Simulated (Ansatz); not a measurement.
**TiCo under changes of volume**

One of the cells (13.313 Å³/atom); the others are scaled copies at fixed shape and fractional positions:

```
CELL_PARAMETERS angstrom
2.98611 0.00000 0.00000
0.00000 2.98611 0.00000
0.00000 0.00000 2.98611
ATOMIC_POSITIONS crystal
Co 0.50000 0.50000 0.50000
Ti 0.00000 0.00000 0.00000
```

The cell comes from a database or a generator and needn't be the stable form of this composition.

* Program: Ansatz 0.2.0
* Functional: PBEsol
* Potentials or basis: all-electron LAPW, scalar-relativistic
* Cutoff: 279 eV (chosen from the basis error)
* Basis error allowed: 0.001 eV/atom
* k mesh: 9 × 9 × 9
* Occupations: fermi-dirac, width 0.05 eV
* Spin: collinear spin, ferromagnetic start
* Starting moments: [2.0, 1.0] μB

| volume (Å³/atom) | energy over the lowest point (meV/atom) | pressure (GPa) | moment (μB per cell) |
| --- | --- | --- | --- |
| 12.515 | 0.69 | 2.5 | 0.60 |
| 12.781 | 0.00 | -1.4 | 0.64 |
| 13.047 | 5.54 | -5.0 | 0.69 |
| 13.313 | ? | ? | ? |
| 13.580 | 32.47 | -10.9 | 0.78 |
| 13.846 | 52.63 | -13.3 | 0.82 |
| 14.112 | 76.66 | -15.5 | 0.85 |

What does the run at 13.313 Å³/atom give?

Energy over the lowest point 16.58 meV/atom; pressure -8.1 GPa; moment 0.73 μB per cell.

Worked out: A Birch-Murnaghan fit of order 3 (a polynomial in V^(-2/3)) to the other rows has its minimum at 12.67 Å³/atom with B0 = V·E''(V) = 186 GPa and B' = 4.7. It gives 16.53 meV/atom at 13.313 Å³/atom, against the run's 16.58, and -dE/dV = -8.1 GPa, against -8.1. A straight line through the other rows of the moment, of slope 0.161 μB per Å³/atom, gives 0.73 μB, against the run's 0.73.

Energies are extrapolated to zero smearing.
